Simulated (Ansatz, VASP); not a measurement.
**Ba in VASP and in Ansatz**

Contents of INCAR:

```
SYSTEM = Ba
PREC     = Accurate       ! precision mode
ENCUT    = 520            ! plane-wave cutoff, eV
EDIFF    = 1E-6           ! SCF threshold, eV
ISMEAR   = -1             ! smearing method
SIGMA    = 0.08           ! smearing width, eV
LREAL    = .FALSE.        ! projectors in reciprocal space
LASPH    = .TRUE.         ! aspherical terms in the spheres
NELM     = 80             ! most SCF steps
ALGO     = Fast           ! electronic algorithm
ISIF     = 2              ! what is computed and relaxed
LWAVE    = .FALSE.        ! write WAVECAR
LCHARG   = .FALSE.        ! write CHGCAR
GGA      = PS             ! functional
NBANDS   = 11             ! bands
```

Contents of KPOINTS:

```
Automatic mesh
0
G
  12 12 7
  0 0 0
```

File POSCAR:

```
Ba
1.0
    1.9285778421     -3.6006696285      0.0000000000
    1.9285778421      3.6006696285      0.0000000000
    0.0000000000      0.0000000000      5.6229635295
Ba
1
Direct
    0.0000000000      0.0000000000      0.0000000000
```

Input for Ansatz:

```yaml
crystal:
  lattice:
    - [1.9285778421, -3.6006696285, 0.0]
    - [1.9285778421, 3.6006696285, 0.0]
    - [0.0, 0.0, 5.6229635295]
  atoms:
    - { symbol: Ba, position: [0.0, 0.0, 0.0] }
kpoints:
  mp_grid: { grid: [12, 12, 7] }
scf:
  occupations: { method: fermi_dirac, width: 0.08 }
hamiltonian:
  xc: pbesol
  pseudopotentials: { kind: all_electron, lapw: { basis_error: 0.001 } }
output:
  forces: true
  stress: true
  eigenvalues: true
```

Change from the starting cell: functional pbesol, volume scaled by 0.96.

Alike in both runs: task single point; functional PBEsol; k mesh 12 × 12 × 7; occupations fermi-dirac, width 0.08 eV; no spin polarisation.

|  | VASP | Ansatz |
| --- | --- | --- |
| version | VASP 6.6.1 | Ansatz 0.2.0 |
| potentials or method | VASP PAW PBE potentials, release 64 (Ba_sv) | all-electron LAPW, scalar-relativistic |
| plane-wave cutoff (eV) | 520 | see its input |

```csv
,VASP,Ansatz,Ansatz less VASP
pressure (GPa),0.3,0.2,-0.05
largest component of the traceless stress (GPa),2.73,2.67,-0.067
```

Ansatz ran all-electron here, so the differences hold the error of VASP's frozen core and of both bases.

Caveats: the PAW data sets were made with another functional, which shifts forces and pressure a little (VASP). The runs have no spin-orbit coupling, so splittings on Ba are missing.
